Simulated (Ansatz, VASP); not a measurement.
# Two plane-wave programs on In

```xyz
2
Lattice="3.3576 0.0000 0.0000 -1.6788 2.9077 0.0000 0.0000 0.0000 5.5456" Properties=species:S:1:pos:R:3 pbc="T T T"
In    1.6788    0.9692    4.1592
In    0.0000    1.9385    1.3864
```

This isn't the form of In at room conditions, which is tetragonal.

Alike in both runs: task single point; functional r2SCAN; k mesh 9 × 9 × 5; occupations fermi-dirac, width 0.05 eV; no spin polarisation.

|  | VASP | Ansatz |
| --- | --- | --- |
| version | VASP 6.6.1 | Ansatz 0.2.0 |
| potentials or method | VASP PAW PBE potentials, release 64 (In_d) | Ansatz PAW |
| plane-wave cutoff (eV) | 520 | 500 |
| valence electrons in the cell | 26 | 26 |

Ansatz gave:

- gap on the k mesh at the Fermi level (eV): none
- pressure (GPa): -1.0
- largest component of the traceless stress (GPa): 0.22

**Question.** Which values does VASP return?

**Answer.** gap on the k mesh at the Fermi level (eV): none; pressure (GPa): -1.0; largest component of the traceless stress (GPa): 0.21.

A gap of «none» marks a metal or a gap that the smearing closes. The functional is the same, so the differences come from potentials, cutoffs and numerics.

Caveats: the PAW data sets were made with another functional, which shifts forces and pressure a little (VASP); the PAW data sets come from PBE, with cores solved anew for the run's functional, which leaves a small shift of forces and pressure (Ansatz).
